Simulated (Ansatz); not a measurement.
## GaAs: equation of state with PBE

GaAs:

```
CELL_PARAMETERS angstrom
3.81014 0.00000 0.00000
0.00000 3.81014 0.00000
0.00000 0.00000 2.73891
ATOMIC_POSITIONS crystal
Ga 0.50000 0.50000 0.50000
As 0.00000 0.00000 0.50000
```

The cell was built by a generator and needn't be a form met in nature.

```json
{"Program": "Ansatz 0.2.0", "Task": "equation of state", "Functional": "PBE", "Potentials or basis": "Ansatz PAW", "Cutoff": "420 eV", "Density cutoff": "1680 eV", "k mesh": "7 × 7 × 10", "Occupations": "fermi-dirac, width 0.05 eV", "Spin": "no spin polarisation"}
```

The equilibrium volume is 19.91 Å³/atom and the bulk modulus at fixed shape and positions is 65 GPa. The pressure derivative of the bulk modulus is 5.3.

Energy against volume, from the lowest point:
| volume (Å³/atom) | energy (meV/atom) |
| --- | --- |
| 18.688 | 17.52 |
| 19.085 | 7.66 |
| 19.483 | 1.97 |
| 19.881 | 0.00 |
| 20.278 | 1.34 |
| 20.676 | 5.53 |
| 21.073 | 12.26 |

All runs of the series together: 12 s on 2 threads of Arm Neoverse V1 (shared host).

Caveat: the cell was scaled at fixed shape and fractional positions, which overstates the stiffness of a crystal with free parameters, most of all of layers and chains.
